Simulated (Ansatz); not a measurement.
# AlNi: single point with PBEsol+U

The system is AlNi.

```
CELL_PARAMETERS angstrom
2.88100 0.00000 0.00000
0.00000 2.88100 0.00000
0.00000 0.00000 2.88100
ATOMIC_POSITIONS crystal
Ni 0.50000 0.50000 0.50000
Al 0.00000 0.00000 0.00000
```

| Item | Value |
| --- | --- |
| Program | Ansatz 0.2.0 |
| Task | single point |
| Functional | PBEsol |
| Potentials or basis | all-electron LAPW, scalar-relativistic |
| Cutoff | 255 eV (chosen from the basis error) |
| Basis error allowed | 0.001 eV/atom |
| k mesh | 7 × 7 × 7 |
| Occupations | fermi-dirac, width 0.05 eV |
| Spin | collinear spin, ferromagnetic start |
| Starting moments | [1.0, 0.0] μB |
| Hubbard terms | Ni d U = 3 eV |

```
Pressure               : -4.1 GPa
Band gap on the k mesh : none (metal or under the smearing width)
Net moment             : 0.00 μB per cell
Absolute moment        : 0.00 μB per cell
```

Levels at points of the mesh, in eV from the Fermi level:
Spin up:
| k point | band 11 | band 12 | band 13 | band 14 | band 15 | band 16 | band 17 | band 18 | band 19 |
| --- | --- | --- | --- | --- | --- | --- | --- | --- | --- |
| (0.00, 0.00, 0.00) | -3.82 | -2.01 | -2.01 | -2.01 | 5.52 | 5.52 | 5.52 | 8.28 | 8.28 |
Spin down:
| k point | band 13 | band 14 | band 15 | band 16 | band 17 | band 18 |
| --- | --- | --- | --- | --- | --- | --- |
| (0.00, 0.00, 0.00) | -2.01 | -2.01 | 5.52 | 5.52 | 5.52 | 8.28 |

It took 3.3 min on 2 threads of Intel(R) Xeon(R) Processor @ 2.50GHz (Skylake/Cascade Lake), on a shared host, peak memory 0.76 GiB.

Caveat: the k mesh is thin for a metal, which can move the energy by tens of meV per atom; the magnetic state may not be the lowest; the typed start of the occupations wasn't kept; U is the effective U less J, on atomic orbitals that reach past the spheres; the U is typed as a test and isn't derived for this compound; the starting moments weren't kept. The state reached can hang on the start; a lower one may exist.
